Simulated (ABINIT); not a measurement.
# TiO (P-6m2) in ABINIT: single point with LDA

Aim: the single point of TiO with LDA.

All numbers are computed with ABINIT 10.8.3 (patched build); they aren't measurements. Logs are shortened: lines on timing, memory, paths and dates and some standing lists are left out, and cuts for length are marked. The log counts tension as positive stress, the text compression.

### 1 The structure

It takes space group P-6m2 (No. 187, hexagonal). The conventional cell has a = 3.031 Å, b = 3.031 Å, c = 3.238 Å, α = 90.00°, β = 90.00°, γ = 120.00°. Ti (site symmetry -6m2) has 6 O at 2.38 Å as nearest neighbours. O (site symmetry -6m2) is surrounded by 6 Ti at 2.38 Å.

### 2 Single point, LDA

File run.abi:

```
# Pseudopotentials
pp_dirpath "./"
pseudos "Ti.upf, O.upf"

# Structure
acell 3*1.0
rprim
     5.7277598837     0.0000000000     0.0000000000
    -2.8638799419     4.9603855662     0.0000000000
     0.0000000000     0.0000000000     6.1183662737
ntypat 2
znucl 22 8
natom 2
typat 1 2
xred
     0.6666666667     0.3333333333     0.0000000000
     0.0000000000     0.0000000000     0.5000000000

# Plane-wave basis
ecut 35.0

# k points
kptopt 1
ngkpt 8 8 6
nshiftk 1
shiftk 0.0 0.0 0.0

# Exchange and correlation
ixc 7

# Bands and occupations
nband 13
occopt 3
tsmear 0.05 eV

# SCF cycle
nstep 100
tolvrs 1.0e-10

# Output
iomode 3
prtwf 0
prtden 0
prteig 0
prtebands 0
```

Potentials or basis: PseudoDojo NC SR LDA v0.4.1 standard.

Run with:

```console
> mpirun --bind-to none -np 4 abinit run.abi > log 2>&1
```

run.abo:

```text
.Version 10.8.3 of ABINIT
 Symmetries : space group P-6 m 2 (#187); Bravais hP (primitive hexag.)
================================================================================
 Values of the parameters that define the memory need of the present run
     intxc =       0    ionmov =       0      iscf =       7    lmnmax =       6
     lnmax =       6     mgfft =      36  mpssoang =       3    mqgrid =    3001
     natom =       2  nloc_mem =       1    nspden =       1   nspinor =       1
    nsppol =       1      nsym =      12    n1xccc =    2501    ntypat =       2
    occopt =       3   xclevel =       1
       mpw =        1738          nfft =       36864          nkpt =          40
================================================================================
================================================================================

--------------------------------------------------------------------------------
------------- Echo of variables that govern the present computation ------------
--------------------------------------------------------------------------------
 -outvars: echo values of preprocessed input variables --------
            acell      1.0000000000E+00  1.0000000000E+00  1.0000000000E+00 Bohr
              amu      4.78800000E+01  1.59994000E+01
             ecut      3.50000000E+01 Hartree
              ixc           7
         kptrlatt        8    0    0      0    8    0      0    0    6
          kptrlen      3.67101976E+01
            natom           2
            nband          13
            ngfft          32      32      36
             nkpt          40
            nstep         100
             nsym          12
           ntypat           2
           occopt           3
           prtden           0
        prtebands           0
           prteig           0
            prtwf           0
            rprim      5.7277598837E+00  0.0000000000E+00  0.0000000000E+00
                      -2.8638799419E+00  4.9603855662E+00  0.0000000000E+00
                       0.0000000000E+00  0.0000000000E+00  6.1183662737E+00
          spgroup         187
           tolvrs      1.00000000E-10
           tsmear      1.83746611E-03 Hartree
            typat      1  2
           xangst      1.5154999991E+00  8.7497433229E-01  0.0000000000E+00
                       1.5155029286E-10 -8.7497537619E-11  1.6188499989E+00
            xcart      2.8638799421E+00  1.6534618552E+00  0.0000000000E+00
                       2.8638854781E-10 -1.6534638279E-10  3.0591831369E+00
             xred      6.6666666670E-01  3.3333333330E-01  0.0000000000E+00
                       3.3333410106E-11 -3.3333373099E-11  5.0000000000E-01
            znucl       22.00000    8.00000

================================================================================

 chkinp: Checking input parameters for consistency.

================================================================================
== DATASET  1 ==================================================================

--- !DatasetInfo
iteration_state: {dtset: 1, }
dimensions: {natom: 2, nkpt: 40, mband: 13, nsppol: 1, nspinor: 1, nspden: 1, mpw: 1738, }
cutoff_energies: {ecut:  35.0, pawecutdg:  -1.0, }
electrons: {nelect:   1.80000000E+01, charge:   0.00000000E+00, occopt:   3.00000000E+00, tsmear:   1.83746611E-03, }
meta: {optdriver: 0, ionmov: 0, optcell: 0, iscf: 7, paral_kgb: 0, }
...

 Exchange-correlation functional for the present dataset will be:
  LDA: Perdew-Wang 92 LSD fit to Ceperley-Alder data - ixc=7
  J.P.Perdew and Y.Wang, PRB 45, 13244 (1992)

 Real(R)+Recip(G) space primitive vectors, cartesian coordinates (Bohr,Bohr^-1):
 R(1)=  5.7277599  0.0000000  0.0000000  G(1)=  0.1745883  0.1007986  0.0000000
 R(2)= -2.8638799  4.9603856  0.0000000  G(2)=  0.0000000  0.2015972  0.0000000
 R(3)=  0.0000000  0.0000000  6.1183663  G(3)=  0.0000000  0.0000000  0.1634423
 Unit cell volume ucvol=  1.7383440E+02 bohr^3
 Angles (23,13,12)=  9.00000000E+01  9.00000000E+01  1.20000000E+02 degrees

 getcut: wavevector=  0.0000  0.0000  0.0000  ngfft=  32  32  36
         ecut(hartree)=     35.000   => boxcut(ratio)=   2.09781

--- Pseudopotential description ------------------------------------------------
- pspini: atom type   1  psp file is ./Ti.upf
12 -1012 2 -1 1568                            pspcod,pspxc,lmax,lloc,mmax
     nproj     2     2     2

- pspini: atom type   2  psp file is ./O.upf
12 -1012 2 -1 926                             pspcod,pspxc,lmax,lloc,mmax
     nproj     2     2     1

   3.80145923E+02                                ecore*ucvol(ha*bohr**3)
--------------------------------------------------------------------------------

================================================================================

--- !BeginCycle
iteration_state: {dtset: 1, }
solver: {iscf: 7, nstep: 100, nline: 4, wfoptalg: 0, }
tolerances: {tolvrs: 1.00E-10, }
...

     iter   Etot(hartree)      deltaE(h)  residm     vres2
 ETOT  1  -75.715827180161    -7.572E+01 2.354E-01 5.503E+02
 ETOT  2  -74.276606082131     1.439E+00 1.514E-01 5.847E+03
 ETOT  3  -75.898584113879    -1.622E+00 3.718E-02 6.933E+01
 ETOT  4  -75.912686456320    -1.410E-02 1.509E-01 2.121E+01
 ETOT  5  -75.912880222624    -1.938E-04 9.802E-03 1.933E+01
 ETOT  6  -75.916488421504    -3.608E-03 1.403E-03 1.614E+00
 ETOT  7  -75.916816330784    -3.279E-04 1.280E-02 1.823E-01
 ETOT  8  -75.916855686482    -3.936E-05 6.445E-03 4.399E-02
 ETOT  9  -75.916866097766    -1.041E-05 9.791E-03 3.831E-03
 ETOT 10  -75.916867079860    -9.821E-07 1.576E-03 9.036E-06
 ETOT 11  -75.916867085035    -5.175E-09 1.941E-03 1.302E-06
 ETOT 12  -75.916867085964    -9.288E-10 1.821E-04 2.654E-07
 ETOT 13  -75.916867086145    -1.814E-10 1.146E-03 8.413E-10
 ETOT 14  -75.916867086174    -2.854E-11 5.723E-05 5.322E-11

 At SCF step   14       vres2   =  5.32E-11 < tolvrs=  1.00E-10 =>converged.

 Cartesian components of stress tensor (hartree/bohr^3)
  sigma(1 1)=  1.35453897E-03  sigma(3 2)=  0.00000000E+00
  sigma(2 2)=  1.35453897E-03  sigma(3 1)=  0.00000000E+00
  sigma(3 3)=  2.08523313E-03  sigma(2 1)=  1.40459359E-13

--- !ResultsGS
iteration_state: {dtset: 1, }
comment   : Summary of ground state results
lattice_vectors:
- [  5.7277599,   0.0000000,   0.0000000, ]
- [ -2.8638799,   4.9603856,   0.0000000, ]
- [  0.0000000,   0.0000000,   6.1183663, ]
lattice_lengths: [   5.72776,    5.72776,    6.11837, ]
lattice_angles: [ 90.000,  90.000, 120.000, ] # degrees, (23, 13, 12)
lattice_volume:   1.7383440E+02
convergence: {deltae: -2.854E-11, res2:  5.322E-11, residm:  5.723E-05, diffor: null, }
etotal    :  -7.59168671E+01
entropy   :   0.00000000E+00
fermie    :   3.01112418E-01
cartesian_stress_tensor: # hartree/bohr^3
- [  1.35453897E-03,   1.40459359E-13,   0.00000000E+00, ]
- [  1.40459359E-13,   1.35453897E-03,   0.00000000E+00, ]
- [  0.00000000E+00,   0.00000000E+00,   2.08523313E-03, ]
pressure_GPa:  -4.7018E+01
xred      :
- [  6.6667E-01,   3.3333E-01,   0.0000E+00, Ti]
- [  3.3333E-11,  -3.3333E-11,   5.0000E-01,  O]
cartesian_forces: # hartree/bohr
- [  9.40208835E-29,   8.89426666E-25,  -0.00000000E+00, ]
- [ -9.40208835E-29,  -8.89426666E-25,  -0.00000000E+00, ]
force_length_stats: {min:   8.89426671E-25, max:   8.89426671E-25, mean:   8.89426671E-25, }
...

 Integrated electronic density in atomic spheres:
 ------------------------------------------------
 Atom  Sphere_radius  Integrated_density
    1        2.00000          9.41168858
    2        2.00000          5.99464985
================================================================================

 ----iterations are completed or convergence reached----

 Mean square residual over all n,k,spin=   40.171E-08; max=  57.228E-06
 reduced coordinates (array xred) for    2 atoms
       0.666666666700      0.333333333300      0.000000000000
       0.000000000033     -0.000000000033      0.500000000000
 rms dE/dt=  3.6021E-24; max dE/dt=  8.8233E-24; dE/dt below (all hartree)
    1      -0.000000000000      0.000000000000      0.000000000000
    2       0.000000000000      0.000000000000      0.000000000000

 cartesian coordinates (angstrom) at end:
    1      1.51549999910383     0.87497433229398     0.00000000000000
    2      0.00000000015155    -0.00000000008750     1.61884999890153

 cartesian forces (hartree/bohr) at end:
    1      0.00000000000000     0.00000000000000    -0.00000000000000
    2     -0.00000000000000    -0.00000000000000    -0.00000000000000
 frms,max,avg= 5.1351073E-25 8.8942667E-25   0.000E+00  0.000E+00  0.000E+00 h/b

 cartesian forces (eV/Angstrom) at end:
    1      0.00000000000000     0.00000000000000    -0.00000000000000
    2     -0.00000000000000    -0.00000000000000    -0.00000000000000
 frms,max,avg= 2.6405783E-23 4.5736158E-23   0.000E+00  0.000E+00  0.000E+00 e/A
 length scales=  1.000000000000  1.000000000000  1.000000000000 bohr
              =  0.529177210544  0.529177210544  0.529177210544 angstroms
 Fermi (or HOMO) energy (hartree) =   0.30111   Average Vxc (hartree)=  -0.43565
 Eigenvalues (hartree) for nkpt=  40  k points:
 kpt#   1, nband= 13, wtk=  0.00260, kpt=  0.0000  0.0000  0.0000 (reduced coord)
  -1.81021   -0.95019   -0.93813   -0.93813   -0.41027    0.13608    0.15939    0.15939
   0.21479    0.32147    0.33728    0.33834    0.35200
      occupation numbers for kpt#   1
   2.00000    2.00000    2.00000    2.00000    2.00000    2.00000    2.00000    2.00000
   2.00000    0.00003    0.00000    0.00000    0.00000
 prteigrs : prtvol=0 or 1, do not print more k-points.

--- !EnergyTerms
iteration_state     : {dtset: 1, }
comment             : Components of total free energy in Hartree
kinetic             :  3.41068142874704E+01
hartree             :  1.53492203568866E+01
xc                  : -1.26280276427604E+01
Ewald energy        : -5.54242365870639E+01
psp_core            :  2.18682800291734E+00
local_psp           : -5.72246022608833E+01
non_local_psp       : -2.28282917582218E+00
internal            : -7.59168330192553E+01
'-kT*entropy'       : -3.40669186595693E-05
total_energy        : -7.59168670861740E+01
total_energy_eV     : -2.06580319286668E+03
band_energy         : -8.88168701935309E+00
...

 Cartesian components of stress tensor (hartree/bohr^3)
  sigma(1 1)=  1.35453897E-03  sigma(3 2)=  0.00000000E+00
  sigma(2 2)=  1.35453897E-03  sigma(3 1)=  0.00000000E+00
  sigma(3 3)=  2.08523313E-03  sigma(2 1)=  1.40459359E-13

-Cartesian components of stress tensor (GPa)         [Pressure= -4.7018E+01 GPa]
- sigma(1 1)=  3.98519125E+01  sigma(3 2)=  0.00000000E+00
- sigma(2 2)=  3.98519125E+01  sigma(3 1)=  0.00000000E+00
- sigma(3 3)=  6.13496769E+01  sigma(2 1)=  4.13245701E-09

== END DATASET(S) ==============================================================
================================================================================

 -outvars: echo values of variables after computation  --------
            acell      1.0000000000E+00  1.0000000000E+00  1.0000000000E+00 Bohr
           etotal     -7.5916867086E+01
            fcart      9.4020883481E-29  8.8942666639E-25 -0.0000000000E+00
                      -9.4020883481E-29 -8.8942666639E-25 -0.0000000000E+00
            rprim      5.7277598837E+00  0.0000000000E+00  0.0000000000E+00
                      -2.8638799419E+00  4.9603855662E+00  0.0000000000E+00
                       0.0000000000E+00  0.0000000000E+00  6.1183662737E+00
           strten      1.3545389749E-03  1.3545389741E-03  2.0852331349E-03
                       0.0000000000E+00  0.0000000000E+00  1.4045935900E-13
           xangst      1.5154999991E+00  8.7497433229E-01  0.0000000000E+00
                       1.5155029286E-10 -8.7497537619E-11  1.6188499989E+00
             xred      6.6666666670E-01  3.3333333330E-01  0.0000000000E+00
                       3.3333410106E-11 -3.3333373099E-11  5.0000000000E-01
 Calculation completed.
```

Wall time 9.3 s (4 MPI ranks of Intel Xeon Platinum 8488C (Sapphire Rapids), shared host); peak memory 0.24 GiB.

Results:

| Quantity | Value |
| --- | --- |
| Free energy | -2065.8032 eV |
| Band gap on the k mesh | none (metal or under the smearing width) |
| Valence electrons inside the program's atomic spheres | Ti 9.41; O 5.99 |

Caveat: the cutoff is too short for stress, so the log's stress isn't used; semilocal functionals often make such compounds metallic where correlation or magnetic order opens a gap, which also shifts bond lengths.
